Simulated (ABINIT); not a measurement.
The system is LiCl.

```
CELL_PARAMETERS angstrom
0.00000 2.56477 2.56477
2.56477 0.00000 2.56477
2.56477 2.56477 0.00000
ATOMIC_POSITIONS crystal
Cl 0.50000 0.50000 0.50000
Li 0.00000 0.00000 0.00000
```

Base run:

| Item | Value |
| --- | --- |
| Program | ABINIT 10.8.3 (patched build) |
| Functional | PBE |
| Potentials or basis | JTH PAW PBE v2.0 |
| Cutoff | 680 eV |
| k mesh | 9 × 9 × 9 |
| Occupations | fermi-dirac, width 0.05 eV |
| Spin | no spin polarisation |

Its results: band gap on the k mesh 6.32 eV, direct; pressure 0.4 GPa.

**Question.** The run is repeated on the same cell with these changes: functional from PBE to AM05. What comes out?

**Answer.** Band gap on the k mesh 6.29 eV, direct; pressure -0.2 GPa.

AM05 binds more tightly than PBE, so the same cell stands under less pressure.

Caveats: the PAW data sets were made with another functional, which shifts forces and pressure a little (some runs).
